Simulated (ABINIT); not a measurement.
# CdS (Greenockite) (P6_3mc) in ABINIT: band structure with PBE

Aim: the band structure of CdS (Greenockite) with PBE.

Everything below comes from runs of ABINIT 10.8.3 (patched build). Logs are shortened: lines on timing, memory, paths and dates and some standing lists are left out, and cuts for length are marked. The log counts tension as positive stress, the text compression.

**What was measured.**

“Isotope dependence of band-gap energy”, 2008, arxiv:0807.2152 quotes, for a bulk crystal of CdS: band gap 2.5809 ± 0.0002 eV.

The results are compared with them further down.

## Step 1: The structure

It takes space group P6_3mc (No. 186, hexagonal). The conventional cell has a = 4.150 Å, b = 4.150 Å, c = 6.737 Å, α = 90.00°, β = 90.00°, γ = 120.00°. Cd (site symmetry 3m) is surrounded by 4 S at 2.53 to 2.54 Å. S (site symmetry 3m) is surrounded by 4 Cd at 2.53 to 2.54 Å.

## Step 2: Band structure, PBE

File run.abi:

```
ndtset 2

pp_dirpath "./"
pseudos "Cd.GGA_PBE-JTH.xml, S.GGA_PBE-JTH.xml"

acell 7.8423634172 7.8423634172 12.7310849016
rprim
     1.0000000000     0.0000000000     0.0000000000
    -0.5000000000     0.8660254038     0.0000000000
     0.0000000000     0.0000000000     1.0000000000
ntypat 2
znucl 48 16
natom 4
typat 1 1 2 2
xred
     0.6666666667     0.3333333333     0.5000000000
     0.3333333333     0.6666666667     0.0000000000
     0.6666666667     0.3333333333     0.8750000000
     0.3333333333     0.6666666667     0.3750000000

ecut 598.650497 eV
pawecutdg 44.0
pawxcdev 0

ixc 11

occopt 3
tsmear 0.00183747

nstep 100

iomode 3
prtwf 0
prteig 0
prtebands 0
enunit 1
prtden1 1
prtvha1 1
prtvclmb1 1
prtpot1 1

kptopt1 1
ngkpt1 7 7 4
nshiftk1 1
shiftk1 0.0 0.0 0.0
nband1 22
tolvrs1 1.0e-9

iscf2 -2
getden2 1
nband2 28
nbdbuf2 4
tolwfr2 1.0e-11
kptopt2 -7
ndivsm2 8
prteig2 1
kptbounds2
     0.0000000000     0.0000000000     0.0000000000
     0.5000000000     0.0000000000     0.0000000000
     0.3333333333     0.3333333333     0.0000000000
     0.0000000000     0.0000000000     0.0000000000
     0.0000000000     0.0000000000     0.5000000000
     0.5000000000     0.0000000000     0.5000000000
     0.3333333333     0.3333333333     0.5000000000
     0.0000000000     0.0000000000     0.5000000000
```

Potentials or basis: JTH PAW PBE v2.0.

Command:

```console
> abinit run.abi > log 2>&1
```

run.abo:

```text
.Version 10.8.3 of ABINIT
 DATASET    1 : space group P6_3 m c (#186); Bravais hP (primitive hexag.)
================================================================================
 Values of the parameters that define the memory need for DATASET  1.
     intxc =       0    ionmov =       0      iscf =      17    lmnmax =      18
     lnmax =       6     mgfft =      54  mpssoang =       3    mqgrid =    3802
     natom =       4  nloc_mem =       2    nspden =       1   nspinor =       1
    nsppol =       1      nsym =      12    n1xccc =       1    ntypat =       2
    occopt =       3   xclevel =       2
       mpw =        3361          nfft =       69984          nkpt =          24
 PAW method is used; the additional fine FFT grid is defined by:
   mgfftf=        80    nfftf =    184320
================================================================================
================================================================================

 DATASET    2 : space group P6_3 m c (#186); Bravais hP (primitive hexag.)
================================================================================
 Values of the parameters that define the memory need for DATASET  2.
     intxc =       0    ionmov =       0      iscf =      -2    lmnmax =      18
     lnmax =       6     mgfft =      54  mpssoang =       3    mqgrid =    3802
     natom =       4  nloc_mem =       2    nspden =       1   nspinor =       1
    nsppol =       1      nsym =      12    n1xccc =       1    ntypat =       2
    occopt =       3   xclevel =       2
       mpw =        3373          nfft =       69984          nkpt =          91
 PAW method is used; the additional fine FFT grid is defined by:
   mgfftf=        80    nfftf =    184320
================================================================================
================================================================================

--------------------------------------------------------------------------------
------------- Echo of variables that govern the present computation ------------
--------------------------------------------------------------------------------
 -outvars: echo values of preprocessed input variables --------
            acell      7.8423634172E+00  7.8423634172E+00  1.2731084902E+01 Bohr
              amu      1.12411000E+02  3.20660000E+01
             ecut      2.20000000E+01 Hartree
           enunit           1
           getden1          0
           getden2          1
             iscf1         17
             iscf2         -2
                       outvar_i_n : Printing only first  50 k-points.
              ixc          11
           jdtset        1    2
                       outvar_i_n : Printing only first  50 k-points.
           kptopt1          1
           kptopt2         -7
         kptrlatt        7    0    0      0    7    0      0    0    4
          kptrlen1     5.09243396E+01
          kptrlen2     3.00000000E+01
            natom           4
            nband1         22
            nband2         28
           nbdbuf1          0
           nbdbuf2          4
           ndtset           2
           ndivsm1          0
           ndivsm2          8
            ngfft          36      36      54
          ngfftdg          48      48      80
             nkpt1         24
             nkpt2         91
            nstep         100
             nsym          12
           ntypat           2
           occopt           3
        pawecutdg      4.40000000E+01 Hartree
         pawxcdev           0
        prtebands           0
           prteig1          0
           prteig2          1
           prtpot1          1
           prtpot2          0
         prtvclmb1          1
         prtvclmb2          0
           prtvha1          1
           prtvha2          0
            prtwf           0
            rprim      1.0000000000E+00  0.0000000000E+00  0.0000000000E+00
[... 295 lines left out ...]
 -3.2409E-02  9.9078E-02  9.9078E-02  1.2540E-01  1.2699E-01  1.2699E-01
  1.7022E-01  2.2896E-01  3.6402E-01  3.6402E-01  3.7599E-01  4.0446E-01
  4.0446E-01  4.0894E-01  4.8851E-01  4.8851E-01
 Non-SCF case, kpt    2 (  0.03333  0.00000  0.00000), residuals and eigenvalues=
[... 885 lines left out ...]
 -1.4675E-01 -1.4675E-01 -1.3779E-01 -1.3779E-01 -1.3776E-01 -1.3776E-01
  3.6702E-02  3.6702E-02  1.1102E-01  1.1102E-01  1.1210E-01  1.1210E-01
  2.3244E-01  2.3244E-01  3.5159E-01  3.5159E-01  3.7763E-01  3.7763E-01
  3.7783E-01  3.7783E-01  5.3544E-01  5.3544E-01
 Non-SCF case, kpt   91 (  0.00000  0.00000  0.50000), residuals and eigenvalues=
  2.58E-12  6.95E-12  2.22E-12  2.22E-12  3.70E-12  3.72E-12  7.04E-12  9.56E-12
  1.60E-12  4.74E-12  7.37E-12  7.07E-12  2.83E-12  5.61E-12  5.53E-12  2.90E-12
  4.14E-12  7.56E-12  8.69E-12  7.37E-12  8.44E-12  7.73E-12  1.94E-12  4.10E-12
  8.78E-10  6.59E-10  1.08E-07  1.27E-06
 -3.1714E-01 -3.1714E-01 -1.5293E-01 -1.5293E-01 -1.5293E-01 -1.5293E-01
 -1.4680E-01 -1.4680E-01 -1.3780E-01 -1.3780E-01 -1.3780E-01 -1.3780E-01
  3.6834E-02  3.6834E-02  1.1254E-01  1.1254E-01  1.1254E-01  1.1254E-01
  2.3075E-01  2.3075E-01  3.5351E-01  3.5351E-01  3.7689E-01  3.7689E-01
  3.7689E-01  3.7689E-01  5.3789E-01  5.3790E-01

--- !ResultsGS
iteration_state: {dtset: 2, }
comment   : Summary of ground state results
lattice_vectors:
- [  7.8423634,   0.0000000,   0.0000000, ]
- [ -3.9211817,   6.7916859,   0.0000000, ]
- [  0.0000000,   0.0000000,  12.7310849, ]
lattice_lengths: [   7.84236,    7.84236,   12.73108, ]
lattice_angles: [ 90.000,  90.000, 120.000, ] # degrees, (23, 13, 12)
lattice_volume:   6.7809411E+02
convergence: {deltae:  0.000E+00, res2:  0.000E+00, residm:  9.998E-12, diffor:  0.000E+00, }
etotal    :  -1.15846509E+02
entropy   :   0.00000000E+00
fermie    :   1.49723649E-01
cartesian_stress_tensor: null
pressure_GPa: null
xred      :
- [  6.6667E-01,   3.3333E-01,   5.0000E-01, Cd]
- [  3.3333E-01,   6.6667E-01,   0.0000E+00, Cd]
- [  6.6667E-01,   3.3333E-01,   8.7500E-01,  S]
- [  3.3333E-01,   6.6667E-01,   3.7500E-01,  S]
cartesian_forces: null
force_length_stats: {min: null, max: null, mean: null, }
...

 Integrated electronic density in atomic spheres:
 ------------------------------------------------
 Atom  Sphere_radius  Integrated_density
    1        2.50234         10.46447116
    2        2.50234         10.46447116
    3        1.90380          3.56774784
    4        1.90380          3.56774784

================================================================================

 ----iterations are completed or convergence reached----

 Mean square residual over all n,k,spin=   65.979E-13; max=  99.981E-13
 reduced coordinates (array xred) for    4 atoms
       0.666666666667      0.333333333333      0.500000000000
       0.333333333333      0.666666666667      0.000000000000
       0.666666666667      0.333333333333      0.875000000000
       0.333333333333      0.666666666667      0.375000000000

 cartesian coordinates (angstrom) at end:
    1      2.07499999859310     1.19800180777773     3.36849999771376
    2     -0.00000000000000     2.39600361555546     0.00000000000000
    3      2.07499999859310     1.19800180777773     5.89487499599908
    4     -0.00000000000000     2.39600361555546     2.52637499828532
 length scales=  7.842363417200  7.842363417200 12.731084901600 bohr
              =  4.149999997186  4.149999997186  6.736999995428 angstroms
 Eigenvalues (   eV  ) for nkpt=  91  k points:
 kpt#   1, nband= 28, wtk=  1.00000, kpt=  0.0000  0.0000  0.0000 (reduced coord)
  -8.84863   -8.41844   -4.21925   -4.19742   -4.19742   -4.11200   -4.11200   -3.80014
  -3.80014   -3.71071   -3.71071   -3.37576   -0.88189    2.69606    2.69606    3.41228
   3.45549    3.45549    4.63202    6.23040    9.90559    9.90559   10.23114   11.00581
  11.00581   11.12794   13.29305   13.29305
 kpt#   2, nband= 28, wtk=  1.00000, kpt=  0.0333  0.0000  0.0000 (reduced coord)
  -8.84464   -8.41667   -4.21792   -4.19580   -4.19460   -4.11032   -4.10975   -3.80100
  -3.80021   -3.71260   -3.71035   -3.37291   -0.87412    2.64559    2.68164    3.36083
   3.40539    3.44770    4.72362    6.28018    9.85742    9.92324   10.25316   10.96699
  11.02969   11.11975   13.17707   13.26739
 kpt#   3, nband= 28, wtk=  1.00000, kpt=  0.0667  0.0000  0.0000 (reduced coord)
  -8.83279   -8.41145   -4.21380   -4.19103   -4.18628   -4.10521   -4.10305   -3.80355
  -3.80031   -3.71795   -3.70927   -3.36458   -0.85108    2.50298    2.63955    3.13868
   3.38076    3.42455    4.94070    6.41899    9.73038    9.97454   10.31020   10.87049
  11.08876   11.10100   12.93991   13.20303
 kpt#   4, nband= 28, wtk=  1.00000, kpt=  0.1000  0.0000  0.0000 (reduced coord)
  -8.81349   -8.40309   -4.20681   -4.18346   -4.17261   -4.09651   -4.09218   -3.80769
[... 424 lines left out ...]
  -8.61770   -8.61770   -4.15455   -4.15455   -4.15321   -4.15321   -3.98964   -3.98964
  -3.74945   -3.74945   -3.74587   -3.74587    0.98649    0.98649    2.90801    2.90801
   3.01427    3.01427    6.45295    6.45295    9.43789    9.43789   10.31505   10.31505
  10.35658   10.35658   14.46161   14.46165
 kpt#  90, nband= 28, wtk=  1.00000, kpt=  0.0196  0.0196  0.5000 (reduced coord)
  -8.62684   -8.62684   -4.15973   -4.15973   -4.15939   -4.15939   -3.99336   -3.99336
  -3.74957   -3.74957   -3.74871   -3.74871    0.99871    0.99871    3.02097    3.02097
   3.05028    3.05028    6.32511    6.32511    9.56722    9.56722   10.27576   10.27576
  10.28128   10.28128   14.57016   14.57017
 kpt#  91, nband= 28, wtk=  1.00000, kpt=  0.0000  0.0000  0.5000 (reduced coord)
  -8.62993   -8.62993   -4.16148   -4.16148   -4.16148   -4.16148   -3.99459   -3.99459
  -3.74960   -3.74960   -3.74960   -3.74960    1.00230    1.00230    3.06228    3.06228
   3.06228    3.06228    6.27905    6.27905    9.61939    9.61939   10.25581   10.25581
  10.25581   10.25581   14.63679   14.63687

== END DATASET(S) ==============================================================
================================================================================

 -outvars: echo values of variables after computation  --------
            acell      7.8423634172E+00  7.8423634172E+00  1.2731084902E+01 Bohr
           etotal1    -1.1584650900E+02
            fcart1     6.8669228392E-29  3.9646197497E-29 -1.3246845101E-03
                       6.8669228392E-29  3.9646197497E-29 -1.3246845101E-03
                       6.8669228392E-29  3.9646197497E-29  1.3246845101E-03
                      -2.0600768518E-28 -1.1893859249E-28  1.3246845101E-03
            rprim      1.0000000000E+00  0.0000000000E+00  0.0000000000E+00
                      -5.0000000000E-01  8.6602540380E-01  0.0000000000E+00
                       0.0000000000E+00  0.0000000000E+00  1.0000000000E+00
           strten1    -6.4679763161E-05 -6.4679763322E-05 -8.6027677532E-05
                       0.0000000000E+00  0.0000000000E+00  0.0000000000E+00
           xangst      2.0749999986E+00  1.1980018078E+00  3.3684999977E+00
                      -5.4679420442E-16  2.3960036156E+00  0.0000000000E+00
                       2.0749999986E+00  1.1980018078E+00  5.8948749960E+00
                      -5.4679420442E-16  2.3960036156E+00  2.5263749983E+00
             xred      6.6666666667E-01  3.3333333333E-01  5.0000000000E-01
                       3.3333333333E-01  6.6666666667E-01  0.0000000000E+00
                       6.6666666667E-01  3.3333333333E-01  8.7500000000E-01
                       3.3333333333E-01  6.6666666667E-01  3.7500000000E-01
 Calculation completed.
```

It took 9 min on 1 thread of Arm Neoverse V1, shared host; peak memory 0.26 GiB.

Results:

* Free energy: -3152.3441 eV
* Pressure: 2.1 GPa
* Largest force: 0.068 eV/Å
* Band gap on the k mesh: 1.18 eV, direct
* Band gap along the path: 1.18 eV, direct
* Valence electrons inside the program's atomic spheres: Cd 10.46; S 3.57

Forces on the atoms (eV/Å):
```
Cd   0.000  0.000 -0.068
Cd   0.000  0.000 -0.068
S    0.000  0.000  0.068
S    0.000  0.000  0.068
```

Levels at the corners of the path, in eV from the valence-band top:
```
point  band 16  band 17  band 18  band 19  band 20  band 21
    Γ    -0.04     0.00     0.00     1.18     2.77     6.45
    M    -1.85    -1.28    -0.73     3.69     3.88     5.11
    K    -1.83    -1.83    -1.59     4.65     5.05     5.05
    Γ    -0.04     0.00     0.00     1.18     2.77     6.45
    A    -0.39    -0.39    -0.39     2.82     2.82     6.16
    L    -1.32    -1.31    -1.31     3.47     3.47     5.38
    H    -2.38    -1.11    -1.11     4.38     4.38     6.09
    A    -0.39    -0.39    -0.39     2.82     2.82     6.16
```

## Step 3: Against experiment

Step 2. Against the measured gap of CdS, 2.5809 eV (quoted in “Isotope dependence of band-gap energy”, 2008, arxiv:0807.2152), the calculated 1.18 eV is off by -1.40 eV. So large a miss can be the level of theory's own, or it may mean another phase, state or a wrong row. Spin-orbit coupling on Cd is left out. The value is that of PBE, without temperature or zero-point motion. Semilocal functionals fall short of measured gaps as a rule.
